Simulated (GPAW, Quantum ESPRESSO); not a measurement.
A computed Ag L₃-edge spectrum of one site in a crystal of Ag and I. Method: GPAW, PBE, full core hole (charged cell) in a small cell, dipole transitions, broadening that rises with energy.

Energy from the lowest empty level; intensity scaled to a mean of 1 over the first 20 eV:

```csv
E (eV),intensity
-2.0,0.00
-1.4,0.01
-0.8,0.02
-0.2,0.06
0.4,0.13
1.0,0.23
1.6,0.34
2.2,0.45
2.8,0.55
3.4,0.63
4.0,0.68
4.6,0.71
5.2,0.74
5.8,0.77
6.4,0.82
7.0,0.89
7.6,0.97
8.2,1.03
8.8,1.08
9.4,1.12
10.0,1.15
10.6,1.16
11.2,1.14
11.8,1.13
12.4,1.12
13.0,1.13
13.6,1.16
14.2,1.21
14.8,1.26
15.4,1.31
16.0,1.34
16.6,1.38
17.2,1.42
17.8,1.46
18.4,1.49
19.0,1.50
19.6,1.50
20.2,1.50
20.8,1.49
21.4,1.49
22.0,1.46
22.6,1.43
23.2,1.38
23.8,1.33
24.4,1.29
25.0,1.27
25.6,1.26
26.2,1.26
26.8,1.26
27.4,1.28
28.0,1.29
28.6,1.30
29.2,1.29
29.8,1.27
30.4,1.25
31.0,1.24
31.6,1.25
```

The database entry behind the starting cell differs from later determinations by our own check (about 0.3 % short), so it need not match the best structure at ambient conditions.

Q: Which coordination does this site have?

At an L edge the dipole rule selects empty d and s states; the absorber's d shell is nominally full, so the onset shows only d character mixed into the empty bands. It is atom 2 of AgI (F-43m), with 4 I at 2.80 Å (tetrahedral, site symmetry -43m). Its main maxima below 30 eV lie at 10.4 eV (1.16), 19.2 eV (1.51) and 28.6 eV (1.30). A near-edge spectrum doesn't fix the structure by itself; it is matched against candidates. Only the L₃ part is meant: spin–orbit coupling of the core level isn't computed and the L₂ copy isn't added. The script folds with a Gaussian, whereas the core hole's own line is a Lorentzian, so the onset is too steep and the first peak too high. Lifetime broadening is put in by hand, and intensities beyond about 20 eV depend on it and on the partial waves. The structure is a published determination, not relaxed.

[Banner, clock and machine lines of the logs are left out without a mark of their own.]

[Logs are printed without paths, hosts, clocks, repeated set-up lines and the standing remarks that a program may print on its own settings, such as how far it seeks lower states.]

[Hosts, paths, dates, database ids (printed as entryN), source tags and the programs' standing remarks are cut or masked in the printed files.]

[Lists of maxima count a maximum above −3 eV only where it reaches 4 % of the highest in the window and stands out from its surroundings by 2 % of it (1.5 % where it reaches 55 %); shoulders and weaker maxima are passed over, and of the rest the first, up to two pre-edge ones and the few strongest are named.]
